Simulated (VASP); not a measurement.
Set up this calculation in VASP 6.6.1, as the native input.

```yaml
Task: relaxation of cell and atoms
Functional: PBE
Potentials_or_basis: VASP PAW PBE potentials, release 64 (W_sv)
Cutoff: 520 eV
k_mesh: 26 × 26 × 26
Occupations: gaussian, width 0.1 eV
Spin: no spin polarisation
Further_INCAR_settings: ALGO = Normal; EDIFF = 1e-07; IBRION = 2; EDIFFG = -0.002; NSW = 80; ISIF = 3
```

The structure of W lies in POSCAR:

```
W
1.0
   -1.5823450000      1.5823450000      1.5823450000
    1.5823450000     -1.5823450000      1.5823450000
    1.5823450000      1.5823450000     -1.5823450000
W
1
Direct
    0.0000000000      0.0000000000      0.0000000000
```

These files were run (other wordings do the same):

INCAR

```
PREC     = Accurate       # precision mode
ENCUT    = 520            # plane-wave cutoff, eV
EDIFF    = 1E-7           # SCF threshold, eV
ISMEAR   = 0              # smearing method
SIGMA    = 0.1            # smearing width, eV
LREAL    = False          # projectors in reciprocal space
LASPH    = True           # aspherical terms in the spheres
NELM     = 60             # most SCF steps
ALGO     = Normal         # electronic algorithm
ISIF     = 3              # what is computed and relaxed
LWAVE    = False          # write WAVECAR
LCHARG   = False          # write CHGCAR
GGA      = PE             # functional
IBRION   = 2              # ionic algorithm
NSW      = 80             # ionic steps
EDIFFG   = -0.002         # ionic threshold
```

KPOINTS

```
regular mesh
0
Gamma
  26 26 26
```

Potentials or basis: VASP PAW PBE potentials, release 64 (W_sv).

Launch:

```sh
$ cat potpaw_PBE.64/W_sv/POTCAR > POTCAR
$ mpirun -np 1 vasp_std > vasp.out
```

It gave:

| Item | Value |
| --- | --- |
| Relaxed volume | 16.16 Å³/atom |
| Relaxed cell | a = 2.759 Å, b = 2.759 Å, c = 2.759 Å, α = 109.47°, β = 109.47°, γ = 109.47° |
| Space group after relaxing (to 0.05 Å) | Im-3m (No. 229) |
| Energy gained by relaxing | 5.9 meV/atom |
| Ionic steps | 4 |
| Pressure after relaxing | 0.0 GPa |
| Band gap on the k mesh | none (metal or under the smearing width) |

Run time: 110 s on 1 thread of Intel(R) Xeon(R) Platinum 8488C (Sapphire Rapids), on a shared host, peak memory 0.21 GiB.
